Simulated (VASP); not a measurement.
Here is a VASP 6.6.1 calculation.

File INCAR:

```
SYSTEM = Y
PREC     = Accurate       ! precision mode
ENCUT    = 600            ! plane-wave cutoff, eV
EDIFF    = 1E-7           ! SCF threshold, eV
ISMEAR   = 1              ! smearing method
SIGMA    = 0.1            ! smearing width, eV
LREAL    = .False.        ! projectors in reciprocal space
LASPH    = .True.         ! aspherical terms in the spheres
NELM     = 120            ! most SCF steps
ALGO     = Normal         ! electronic algorithm
ISIF     = 3              ! what is computed and relaxed
LWAVE    = .False.        ! write WAVECAR
LCHARG   = .False.        ! write CHGCAR
GGA      = PE             ! functional
IBRION   = 2              ! ionic algorithm
NSW      = 60             ! ionic steps
EDIFFG   = -0.005         ! ionic threshold
```

The input KPOINTS:

```
Automatic mesh
0
Gamma
  14 14 8
  0 0 0
```

Contents of POSCAR:

```
Y
1.0
    3.6000000000      0.0000000000      0.0000000000
   -1.8000000000      3.1176914500      0.0000000000
    0.0000000000      0.0000000000      5.6200000000
Y
2
Direct
    0.3333333300      0.6666666700      0.2500000000
    0.6666666700      0.3333333300      0.7500000000
```

Potentials or basis: VASP PAW PBE potentials, release 64 (Y_sv).

Launch:

```bash
$ cat potpaw_PBE.64/Y_sv/POTCAR > POTCAR
$ mpirun -np 1 vasp_std > vasp.out
```

What does it give for the band gap on the k mesh?

None (metal or under the smearing width).

Estimate the relaxed cell.

a = 3.653 Å, b = 3.653 Å, c = 5.663 Å, α = 90.00°, β = 90.00°, γ = 120.00°.

What does it give for the relaxed volume?

32.73 Å³/atom.

Predict the space group after relaxing (to 0.05 Å).

P6_3/mmc (No. 194).

Step by step:
```
step  energy change (eV)  largest force (eV/Å)  pressure (GPa)  volume (Å³)
   1              0.0000                0.0000            1.61        63.08
   2             -0.0115                0.0000           -0.34        66.01
   3             -0.0121                0.0000           -0.01        65.49
   4             -0.0121                0.0000           -0.05        65.54
   5             -0.0121                0.0000           -0.03        65.52
   6             -0.0122                0.0000           -0.03        65.52
   7             -0.0122                0.0000            0.01        65.45
```
